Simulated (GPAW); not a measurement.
InAs, 2 atoms in the cell. The structure is cubic, space group F-43m (No. 216). Conventional cell: a = 6.036 Å, b = 6.036 Å, c = 6.036 Å, α = 90.00°, β = 90.00°, γ = 90.00°. Around In (site symmetry -43m) lie 4 As at 2.61 Å. Around As (site symmetry -43m) lie 4 In at 2.61 Å. 

- Program: GPAW 26.7.0
- Task: density of states
- Functional: RPBE
- Dispersion: D3(BJ)
- Potentials or basis: the program's PAW data sets (release 1.2.1) made for this functional
- Cutoff: 600 eV
- Basis: pw
- k mesh: 8 × 8 × 8
- Occupations: fermi-dirac, width 0.1 eV
- Spin: no spin polarisation
- Maxiter: 150
- k mesh for the DOS: 12 × 12 × 12
- Dos width: 0.1 eV

Potentials or basis: the program's PAW data sets (release 1.2.1) made for this functional, pw.

Launch:

```sh
$ OMP_NUM_THREADS=1 python run.py
```

Hardware: 1 thread of Arm Neoverse V1, with other jobs on the host.

How long does it take, and how much memory?

Run time: 48 s on 1 thread of Arm Neoverse V1 (shared host), peak memory 0.28 GiB. Counts: scf iterations 15, plane waves 1856, bands 18, k points 29.
